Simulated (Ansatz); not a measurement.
AlFe:

```
Fe Al
1.0
     2.91000    0.00000    0.00000
     0.00000    2.91000    0.00000
     0.00000    0.00000    2.91000
Fe Al
1 1
Direct
  0.50000 0.50000 0.50000
  0.00000 0.00000 0.00000
```

- Program: Ansatz 0.2.0
- Task: relaxation of cell and atoms
- Functional: HSE06
- Potentials or basis: Ansatz PAW
- Cutoff: 420 eV (not typed: the program's choice for these potentials)
- k mesh: 5 × 5 × 5
- Occupations: fermi-dirac, width 0.05 eV
- Spin: collinear spin, ferromagnetic start
- Starting moments: [3.0, 0.0] μB

At the start: volume 12.32 Å³/atom.

Question: How do energy, volume and symmetry change on relaxing?

Answer: It ends after 5 steps and the volume is 11.47 Å³/atom (-6.9 %); space group Pm-3m (No. 221, to 0.05 Å); moment 0.87 μB per cell.

The path:
```
step  energy change (eV)  largest force (eV/Å)  volume (Å³)
   1              0.0000                0.0000        24.64
   2             -0.0599                0.0000        23.49
   3             -0.0680                0.0000        22.82
   4             -0.0682                0.0000        22.94
   5             -0.0665                0.0000        22.94
```

Final structure:
```
Fe Al
1.0
     2.84125    0.00000    0.00000
     0.00000    2.84125    0.00000
     0.00000    0.00000    2.84125
Fe Al
1 1
Direct
  0.50000 0.50000 0.50000
  0.00000 0.00000 0.00000
```

Caveat: the k mesh is coarse (spacing up to 0.43 Å⁻¹), so the values aren't converged, least of all with exact exchange; the magnetic or orbital state may not be the lowest; the plane-wave basis is chosen anew once the cell has moved, so the energies of steps on either side of that aren't comparable; the PAW data sets come from PBE, with cores solved anew for the run's functional, which leaves a small shift of forces and pressure.
